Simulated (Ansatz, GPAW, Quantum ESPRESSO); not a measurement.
**One calculation of Sn, 4 ways**

```
CELL_PARAMETERS angstrom
0.00000 3.23334 3.23334
3.23334 0.00000 3.23334
3.23334 3.23334 0.00000
ATOMIC_POSITIONS crystal
Sn 0.75000 0.75000 0.75000
Sn 0.50000 0.50000 0.50000
```

This isn't the form of Sn at room conditions, which is tetragonal (white tin).

Alike in all runs: task band structure; functional PBE; k mesh 7 × 7 × 7; occupations fermi-dirac, width 0.05 eV; no spin polarisation; no spin-orbit coupling. Pressure is positive in compression and, in plane waves, holds the error of the finite cutoff, which Ansatz's Pulay term estimates and takes out.

```csv
program and potentials,plane-wave cutoff (eV),notes,pressure (GPa)
"Ansatz, all-electron LAPW, scalar-relativistic",-,-,3.82
"Ansatz, JTH PAW",6600,-,?
"GPAW, GPAW PAW data sets (gpaw-data 1.2.1)",600,-,3.53
"Quantum ESPRESSO, PseudoDojo 0.4.1 SR PBE standard",980,-,3.88
```

Estimate from the other rows what the run with Ansatz, JTH PAW gave.

Pressure 3.83 GPa. The other rows, which needn't bracket it: pressure 3.53 to 3.88.
